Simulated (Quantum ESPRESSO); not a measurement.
# Ge: equation of state with vdW-DF3-opt1

**Experimental background.**

From “Sub-monolayer structures of Ag overlayers on Ge(111): experimental observations and first-principles study”, 2019, arxiv:1908.00180, for a bulk crystal of Ge: bulk modulus 75.8 GPa.

Crystal: Ge.

```
Ge
1.0
     0.00000    2.82891    2.82891
     2.82891    0.00000    2.82891
     2.82891    2.82891    0.00000
Ge
2
Direct
  0.75000 0.75000 0.75000
  0.50000 0.50000 0.50000
```

```yaml
Program: Quantum ESPRESSO 7.5
Task: equation of state
Functional: vdW-DF3-opt1
Potentials_or_basis: PseudoDojo 0.4.1 SR PBE standard
Cutoff: 1061 eV
Density_cutoff: 4245 eV
k_mesh: 8 × 8 × 8
Occupations: fermi-dirac, width 0.05 eV
Spin: no spin polarisation
Mixing_beta: 0.5
Most_SCF_iterations: 120
SCF_threshold: 4e-10 Ry
```

The equilibrium volume is 22.87 Å³/atom, the bulk modulus is 65 GPa and the pressure derivative of the bulk modulus is 4.4.

Energy against volume, from the lowest point:
| volume (Å³/atom) | energy (meV/atom) |
| --- | --- |
| 21.281 | 24.97 |
| 21.733 | 12.08 |
| 22.186 | 3.96 |
| 22.639 | 0.06 |
| 23.092 | 0.00 |
| 23.545 | 3.40 |
| 23.997 | 9.87 |

All runs of the series together: 13 min on 1 thread of AMD EPYC 7B13 (Zen 3), on a shared host.

Against the measured bulk modulus of Ge, 75.8 GPa (quoted in “Sub-monolayer structures of Ag overlayers on Ge(111): experimental observations and first-principles study”, 2019, arxiv:1908.00180), the calculated 65 GPa is off by -14.6 %. The fit is for a static lattice scaled at fixed shape and fixed fractional positions.

Caveat: the potentials were made for another functional, which shifts forces and pressure.
